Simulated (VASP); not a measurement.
A run of VASP 6.6.1 is set up as follows.

File INCAR:

```
SYSTEM = MoSe2
PREC = Accurate
ENCUT = 520
EDIFF = 1E-6
ISMEAR = 0
SIGMA = 0.02
LREAL = .FALSE.
LASPH = .TRUE.
NELM = 100
ALGO = Fast
ISIF = 2
LWAVE = .FALSE.
LCHARG = .FALSE.
LDIPOL = .TRUE.
IDIPOL = 3
DIPOL = 0.5 0.5 0.500
GGA = PE
IVDW = 12
NBANDS = 49
```

File KPOINTS:

```
Automatic mesh
0
G
  9 9 1
  0 0 0
```

Contents of POSCAR:

```
MoSe2
1.0
    3.2788873906      0.0000000000      0.0000000000
   -1.6394436953      2.8395997764      0.0000000000
    0.0000000000      0.0000000000     58.1600770227
Se Mo
6 3
Direct
    0.3333333333      0.6666666667      0.3616466205
    0.3333333333      0.6666666667      0.4192455501
    0.6666666667      0.3333333333      0.4712273203
    0.6666666667      0.3333333333      0.5287726797
    0.3333333333      0.6666666667      0.5807544499
    0.3333333333      0.6666666667      0.6383533795
    0.6666666667      0.3333333333      0.3904492469
    0.3333333333      0.6666666667      0.5000000000
    0.6666666667      0.3333333333      0.6095507531
```

Potentials or basis: VASP PAW PBE potentials, release 64 (Se, Mo_sv).

Command:

```sh
$ cat potpaw_PBE.64/Se/POTCAR potpaw_PBE.64/Mo_sv/POTCAR > POTCAR
$ mpirun -np 1 vasp_std > vasp.out
```

What does it give for the band gap on the k mesh?

1.02 eV, indirect (least direct gap 1.49 eV).

What does it give for the dispersion energy per atom?

-0.433 eV.

Predict the largest force.

0.038 eV/Å.

Forces on the atoms (eV/Å):
```
Se   0.000  0.000 -0.036
Se   0.000  0.000  0.036
Se   0.000  0.000 -0.038
Se   0.000  0.000  0.038
Se   0.000  0.000 -0.036
Se   0.000  0.000  0.036
Mo   0.000  0.000 -0.001
Mo   0.000  0.000  0.000
Mo   0.000  0.000  0.001
```

Caveat: the cell's inner coordinates are idealised or old, which leaves forces on the atoms. As with any semilocal functional, this PBE gap is likely too small.
